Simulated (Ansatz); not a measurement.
Ionic part of the dielectric constant of BN at 8 GPa, mode by mode

Computed with DFT PBE+D3(BJ), scalar-relativistic, plane waves, PAW (Ansatz). Plane waves to 420 eV; Γ-centred k mesh 12×12×12; fixed occupations. No spin polarisation. Phonons by linear response, acoustic sum rule imposed.

The structure is trigonal, space group R3m (No. 160). Conventional cell: a = 2.490 Å, b = 2.490 Å, c = 8.677 Å, α = 90.00°, β = 90.00°, γ = 120.00°. B (site symmetry 3m) has 3 N at 1.44 Å as nearest neighbours. Around N (site symmetry 3m) lie 3 B at 1.44 Å.

The primitive cell has V = 15.53 Å³ and ε∞,yy = 5.234. Each polar mode adds Δε = (4.92064×10⁷/V)·S/ν² along y, with S its oscillator strength in e²/amu, ν in cm⁻¹ and V in Å³.

Question: From these modes, find each Δε and ε0,yy.
| ν (cm⁻¹) | S_yy (e²/amu) |
| --- | --- |
| 1391.5 | 1.18 |

Answer:
| ν (cm⁻¹) | Δε |
| --- | --- |
| 1391.5 | 1.93 |

The sum is 1.931, so ε0,yy = 7.17; the run's tensor has 7.17.

Question: Where do the longitudinal modes lie for a wave vector along y?

Answer: At 1628 cm⁻¹. The Lyddane–Sachs–Teller product Π(ν_LO/ν_TO)² = 1.37 matches ε0/ε∞ = 1.37.

This form isn't the usual stable structure of the compound at low pressure.

Cost: 1 run of about 0.6 core-minutes, on Arm Neoverse V2 (shared hosts).